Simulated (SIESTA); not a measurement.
# Input and output of a self-consistent single point for CsI (Pm-3m, 2 atoms in the cell) (SIESTA)

Method: GGA PBE, numerical atomic orbitals DZP, PseudoDojo PBE standard norm-conserving potentials (rewritten from UPF to PSML) (SIESTA).

Input as run:

```
# files in the folder: Cs.psml I.psml (PseudoDojo PBE standard)
SystemName  CsI
SystemLabel csi

NumberOfAtoms                2
NumberOfSpecies              2
%block ChemicalSpeciesLabel
  1 55 Cs
  2 53 I
%endblock ChemicalSpeciesLabel
LatticeConstant              4.570000 Ang
%block LatticeVectors
     1.000000000    0.000000000    0.000000000
     0.000000000    1.000000000    0.000000000
     0.000000000    0.000000000    1.000000000
%endblock LatticeVectors
AtomicCoordinatesFormat      Ang
%block AtomicCoordinatesAndAtomicSpecies
     0.000000000    0.000000000    0.000000000  1
     2.285000000    2.285000000    2.285000000  2
%endblock AtomicCoordinatesAndAtomicSpecies

XC.functional                GGA
XC.authors                   PBE
PAO.BasisSize                DZP
PAO.EnergyShift              0.01 Ry
MeshCutoff                   300 Ry
%block kgrid.MonkhorstPack
    4   0   0  0.0
    0   4   0  0.0
    0   0   4  0.0
%endblock kgrid.MonkhorstPack
OccupationFunction           FD
ElectronicTemperature        116.05 K

MaxSCFIterations             150
SCF.Mixer.Method             Broyden
SCF.Mixer.Weight             0.2
SCF.Mixer.History            8
SCF.DM.Tolerance             1.0E-04
Diag.ParallelOverK           true
WriteForces                  true
Charge.Mulliken              end
```

Output, abridged:

```
reinit: Reading from file input.fdf

reinit: System Name: CsI
reinit: System Label: csi

coor:   Atomic-coordinates input format  =     Cartesian coordinates
coor:                                          (in Angstroms)

siesta: Atomic coordinates (Bohr) and species
siesta:      0.00000   0.00000   0.00000  1        1
siesta:      4.31802   4.31802   4.31802  2        2

siesta: System type = bulk

initatomlists: Number of atoms, orbitals, and projectors:      2    22    50

siesta: ******************** Simulation parameters ****************************
redata: Spin configuration                          = none
redata: Time-Reversal Symmetry                      = T
redata: Number of Atomic Species                    =        2
redata: Mesh Cutoff                                 =   300.0000 Ry
redata: Net charge of the system                    =     0.0000 |e|
redata: Min. number of SCF Iter                     =        0
redata: Max. number of SCF Iter                     =      150
redata: SCF convergence failure will abort job
redata: SCF mix quantity                            = Hamiltonian
redata: Mix DM or H after convergence               =   F
redata: Recompute H after scf cycle                 =   F
redata: Mix DM in first SCF step                    =   T
redata: No kicks to SCF
redata: DM Mixing Weight for Kicks                  =     0.5000
redata: Require Harris convergence for SCF          =   F
redata: Harris energy tolerance for SCF             =     0.000100 eV
redata: Require DM convergence for SCF              =   T
redata: DM tolerance for SCF                        =     0.000100
redata: Require EDM convergence for SCF             =   F
redata: EDM tolerance for SCF                       =     0.001000 eV
redata: Require H convergence for SCF               =   T
redata: Hamiltonian tolerance for SCF               =     0.001000 eV
redata: Require (free) Energy convergence for SCF   =   F
redata: (free) Energy tolerance for SCF             =     0.000100 eV
redata: Using DFT-D3 dispersion                     =   F
redata: Using Saved Data (generic)                  =   F
redata: Method of Calculation                       = Diagonalization
redata: Electronic Temperature                      =   116.0500 K
redata: Number of TDED substeps                     =        3
redata: Dynamics option                             = Single-point calculation
redata: Save all siesta data in one NC              =   F
redata: ***********************************************************************

%block SCF.Mixers
  Broyden
%endblock SCF.Mixers

%block SCF.Mixer.Broyden
  # Mixing method
  method broyden

  # Mixing options
  weight 0.2000
  weight.linear 0.2000
  weight.prime 0.2000
  history 8
%endblock SCF.Mixer.Broyden

DM_history_depth set to one: no extrapolation allowed by default for geometry relaxation
Size of DM history Fstack: 1
Total number of electrons:    16.000000
Total ionic charge:    16.000000

* ProcessorY, Blocksize:    1  23

* Orbital distribution balance (max,min):    22    22

k-point displ. along   1 input, could be:     0.00    0.50
k-point displ. along   2 input, could be:     0.00    0.50
k-point displ. along   3 input, could be:     0.00    0.50
 Kpoints in:           48 . Kpoints trimmed:           44

siesta: k-grid: Number of k-points = 44
siesta: k-points from Monkhorst-Pack grid
siesta: k-cutoff (effective) =     9.140 Ang
siesta: k-point supercell and displacements
siesta: k-grid:     4     0     0      0.000
siesta: k-grid:     0     4     0      0.000
siesta: k-grid:     0     0     4      0.000

diag: Algorithm                                     = D&C
diag: Parallel over k                               =   F
diag: Use parallel 2D distribution                  =   F
diag: Parallel block-size                           = 23
diag: Parallel distribution                         =     1 x     1
diag: Used triangular part                          = Lower
diag: Absolute tolerance                            =  0.100E-15
diag: Orthogonalization factor                      =  0.100E-05
diag: Memory factor                                 =  1.0000

superc: Internal auxiliary supercell:     5 x     5 x     5  =     125
superc: Number of atoms, orbitals, and projectors:    250   2750   6250

                        Single-point calculation

superc: Internal auxiliary supercell:     5 x     5 x     5  =     125
superc: Number of atoms, orbitals, and projectors:    250   2750   6250

outcell: Unit cell vectors (Ang):
        4.570000    0.000000    0.000000
        0.000000    4.570000    0.000000
        0.000000    0.000000    4.570000

outcell: Cell vector modules (Ang)   :    4.570000    4.570000    4.570000
outcell: Cell angles (23,13,12) (deg):     90.0000     90.0000     90.0000
outcell: Cell volume (Ang**3)        :     95.4440
new_DM -- step:     1
Initializing Density Matrix...

Attempting to read DM from file... Failed...
DM filled with atomic data:

InitMesh: MESH = 48 x 48 x 48 = 110592
InitMesh: Mesh cutoff (required, used) =   300.000   304.896 Ry

stepf: Fermi-Dirac step function

        iscf     Eharris(eV)        E_KS(eV)     FreeEng(eV)     dDmax    Ef(eV) dHmax(eV)
   scf:    1     -989.795361     -988.733110     -988.733110  0.534327 -5.483581  2.380766
   scf:    2     -988.917155     -988.828592     -988.828592  0.034023 -2.686096  1.679735
   scf:    3     -988.961615     -988.907773     -988.907773  0.057316 -3.645529  0.257458
   scf:    4     -988.911091     -988.909506     -988.909506  0.010638 -3.762067  0.103219
   scf:    5     -988.910229     -988.909909     -988.909909  0.008012 -3.844261  0.010666
   scf:    6     -988.909915     -988.909912     -988.909912  0.000612 -3.842638  0.008326
   scf:    7     -988.909917     -988.909915     -988.909915  0.000601 -3.841627  0.005952
   scf:    8     -988.909918     -988.909916     -988.909916  0.000539 -3.840224  0.003858
   scf:    9     -988.909918     -988.909917     -988.909917  0.000380 -3.839337  0.002379
   scf:   10     -988.909917     -988.909917     -988.909917  0.000290 -3.838087  0.001291
   scf:   11     -988.909917     -988.909917     -988.909917  0.000142 -3.837789  0.000724
   scf:   12     -988.909917     -988.909917     -988.909917  0.000082 -3.837651  0.000406

SCF Convergence by DM+H criterion
max |DM_out - DM_in|         :     0.0000819684
max |H_out - H_in|      (eV) :     0.0004061071
SCF cycle converged after 12 iterations

Using DM_out to compute the final energy and forces

siesta: E_KS(eV) =             -988.9099

siesta: E_KS - E_eggbox =      -988.9099

siesta: Atomic forces (eV/Ang):
     1   -0.000000    0.000000   -0.000000
     2   -0.000000    0.000000    0.000000
   Tot   -0.000000    0.000000   -0.000000
   Max    0.000000
   Res    0.000000    sqrt( Sum f_i^2 / 3N )
   Max    0.000000    constrained

Stress tensor Voigt[x,y,z,yz,xz,xy] (kbar):      -11.87      -11.87      -11.87       -0.00       -0.00       -0.00
(Free)E + p*V (eV/cell)     -988.2029
Target enthalpy (eV/cell)     -988.9099

siesta: Program's energy decomposition (eV):
siesta: Ebs     =      -201.762778
siesta: Eions   =      1503.392480
siesta: Ena     =       428.798527
siesta: Ekin    =       229.352731
siesta: Enl     =       142.346376
siesta: Eso     =         0.000000
siesta: Edftu   =         0.000000
siesta: DEna    =        10.856509
siesta: DUscf   =         0.318073
siesta: DUext   =         0.000000
siesta: Ex      =      -270.504042
siesta: Ec      =       -26.685612
siesta: Exc     =      -297.189653
siesta: Eharris =      -988.909917
siesta: Etot    =      -988.909917
siesta: FreeEng =      -988.909917

siesta: Stress tensor (static) (eV/Ang**3):
siesta:    -0.007407   -0.000000   -0.000000
siesta:    -0.000000   -0.007407   -0.000000
siesta:    -0.000000   -0.000000   -0.007407

siesta: Cell volume =         95.443993 Ang**3

siesta: Pressure (static):
siesta:                Solid            Molecule  Units
siesta:           0.00008067          0.00008067  Ry/Bohr**3
siesta:           0.00740721          0.00740721  eV/Ang**3
siesta:          11.86766586         11.86766586  kBar

mulliken: Atomic and Orbital Populations:

Species: Cs
Atom  Qatom  Qorb
               5s      6s      6s      5py     5pz     5px     6py     6pz
               6px
   1  8.852   1.904   0.409  -0.042   1.946   1.946   1.946   0.248   0.248
              0.248

Species: I
Atom  Qatom  Qorb
               5s      5s      5py     5pz     5px     5py     5pz     5px
               5Pdxy   5Pdyz   5Pdz2   5Pdxz   5Pdx2-y2
   2  7.148   1.764   0.062   1.817   1.817   1.817  -0.051  -0.051  -0.051
              0.005   0.005   0.004   0.005   0.004

mulliken: Qtot =       16.000

Mulliken Atomic Populations:
Atom #   charge [q] valence [e]  Species
     1     0.147628    8.852372  Cs
     2    -0.147628    7.147628  I
 Total     0.000000
```

The run converged in 12 iterations.

The starting cell has typed, rounded lattice constants, without a prior relaxation at this level. Values carry the incompleteness of an atom-centred basis.
